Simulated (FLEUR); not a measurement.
**CoO under changes of volume**

One of the cells (9.584 Å³/atom); the others are scaled copies at fixed shape and fractional positions:

```
CELL_PARAMETERS angstrom
-1.50800 1.50800 2.10725
1.50800 -1.50800 2.10725
1.50800 1.50800 -2.10725
ATOMIC_POSITIONS crystal
Co 0.00000 0.00000 0.00000
O 0.50000 0.50000 0.00000
```

```yaml
Program: FLEUR MaX-R8.1 (later development tree)
Functional: PBE
Potentials_or_basis: all-electron
Basis: FLAPW
Kmax: 4.83 1/bohr
k_mesh: 12 × 12 × 12
Occupations: fermi-dirac, width 0.05 eV
Spin: collinear spin, ferromagnetic start
Starting_moments: "[2.0, 0.0] μB"
```

```csv
volume (Å³/atom),energy over the lowest point (meV/atom),moment (μB per cell)
9.009,19.11,2.65
9.201,8.55,2.78
9.584,0.00,2.92
9.967,?,?
10.159,17.42,2.99
```

Q: What does the run at 9.967 Å³/atom give?

A: Energy over the lowest point 8.02 meV/atom; moment 2.97 μB per cell.

Worked out: A Birch-Murnaghan fit of order 2 (a polynomial in V^(-2/3)) to the other rows has its minimum at 9.57 Å³/atom with B0 = V·E''(V) = 168 GPa at fixed shape and positions, which overstates the stiffness. It gives 8.25 meV/atom at 9.967 Å³/atom, against the run's 8.02. A parabola through the other rows of the moment, of slope 0.0493 μB per Å³/atom there, gives 2.99 μB, against the run's 2.97.

Energies are extrapolated to zero smearing.

Caveats: a cell with one magnetic atom can't hold antiferromagnetic order, which such compounds often take.
